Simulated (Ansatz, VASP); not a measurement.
## Two plane-wave programs on Ru

The input INCAR:

```
PREC = Accurate
ENCUT = 520
EDIFF = 1E-7
ISMEAR = 0
SIGMA = 0.15
LREAL = F
LASPH = T
NELM = 100
ALGO = Normal
ISIF = 2
LWAVE = F
LCHARG = F
GGA = PS
NBANDS = 21
```

KPOINTS

```
regular mesh
0
Gamma
  18 18 10
```

File POSCAR:

```
Ru
1.0
    2.6144000000      0.0000000000      0.0000000000
   -1.3072000000      2.2641368157      0.0000000000
    0.0000000000      0.0000000000      4.2523798375
Ru
2
Direct
    0.3333333333      0.6666666667      0.2500000000
    0.6666666667      0.3333333333      0.7500000000
```

Input for Ansatz:

```yaml
crystal:
  lattice:
    - [2.6144, 0.0, 0.0]
    - [-1.3072, 2.2641368157, 0.0]
    - [0.0, 0.0, 4.2523798375]
  atoms:
    - { symbol: Ru, position: [0.3333333333, 0.6666666667, 0.25] }
    - { symbol: Ru, position: [0.6666666667, 0.3333333333, 0.75] }
basis:
  ecutwfc: 420
kpoints:
  mp_grid: { grid: [18, 18, 10] }
hamiltonian:
  xc: pbesol
  pseudopotentials: { kind: paw, azcp: { folder: soft_1 } }
scf:
  occupations: { method: gaussian, width: 0.15 }
output:
  forces: true
  stress: true
  eigenvalues: true
```

Alike in both runs: task single point; functional PBEsol; k mesh 18 × 18 × 10; occupations gaussian, width 0.15 eV; no spin polarisation.

```csv
,VASP,Ansatz
version,VASP 6.6.1,Ansatz 0.2.0
potentials or method,"VASP PAW PBE potentials, release 64 (Ru_pv)","scalar-relativistic, plane waves, PAW"
plane-wave cutoff (eV),520,420
valence electrons in the cell,28,32
```

|  | VASP | Ansatz | Ansatz less VASP |
| --- | --- | --- | --- |
| gap on the k mesh at the Fermi level (eV) | none | none | - |
| pressure (GPa) | 22.5 | 22.5 | +0.05 |
| largest component of the traceless stress (GPa) | 10.40 | 10.41 | +0.008 |

A gap of «none» marks a metal or a gap that the smearing closes. The two sets of potentials don't hold the same shells in valence. Ansatz warned: «pseudo_functional_mismatch».

Caveats: so large a pressure means that the cell lies far from this level's equilibrium, or that cutoff or potentials fall short (VASP); the potentials were made for another functional, which shifts forces and pressure (VASP).
